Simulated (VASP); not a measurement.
SnSe: single point with PBE+D3(BJ)

Slab: SnSe, a slab with vacuum.

```xyz
4
Lattice="4.7674 0.0000 0.0000 0.0000 4.7674 0.0000 0.0000 0.0000 10.9907" Properties=species:S:1:pos:R:3 pbc="T T T"
Sn    2.3837    0.0000    4.0911
Sn    0.0000    2.3837    6.8996
Se    2.3837    0.0000    6.7707
Se    0.0000    2.3837    4.2200
```

The cell isn't the ideal one: strain +0.1125 x Voigt [1, 1, 0, 0, 0, 0], atoms carried along.

- Program: VASP 6.6.1
- Task: single point
- Functional: PBE
- Dispersion: D3(BJ)
- Potentials or basis: VASP PAW PBE potentials, release 64 (Sn_d, Se)
- Cutoff: 520 eV
- k mesh: 6 × 6 × 4
- Occupations: gaussian, width 0.05 eV
- Spin: no spin polarisation

```yaml
Largest_force: 0.480 eV/Å
Band_gap_on_the_k_mesh: 1.50 eV, direct
Dispersion_energy_per_atom: -0.237 eV
```

Forces in eV/Å, atoms in the order of the input:
```
Sn   0.000  0.000  0.480
Sn   0.000  0.000 -0.480
Se   0.000  0.000 -0.112
Se   0.000  0.000  0.112
```

Levels at points of the mesh, in eV from the valence-band top:
| k point | band 18 | band 19 | band 20 | band 21 | band 22 | band 23 |
| --- | --- | --- | --- | --- | --- | --- |
| (0.00, 0.00, 0.00) | -0.62 | -0.62 | -0.17 | 2.64 | 3.39 | 3.39 |
| (0.50, 0.00, 0.00) | -0.81 | -0.27 | -0.27 | 1.63 | 1.63 | 2.28 |
| (0.50, 0.50, 0.00) | -1.52 | -1.07 | -1.07 | 3.71 | 3.71 | 4.08 |
| (0.00, 0.00, 0.50) | -0.62 | -0.62 | -0.16 | 2.43 | 3.39 | 3.39 |
| (0.50, 0.00, 0.50) | -0.81 | -0.27 | -0.27 | 1.63 | 1.63 | 2.28 |
| (0.50, 0.50, 0.50) | -1.52 | -1.07 | -1.07 | 3.71 | 3.71 | 4.03 |

Wall time 2.9 min on 1 thread of Intel(R) Xeon(R) Platinum 8375C CPU @ 2.90GHz (Ice Lake), on a shared host, peak memory 0.43 GiB.

Caveat: spin-orbit coupling is left out, which moves the levels of the heavy elements.
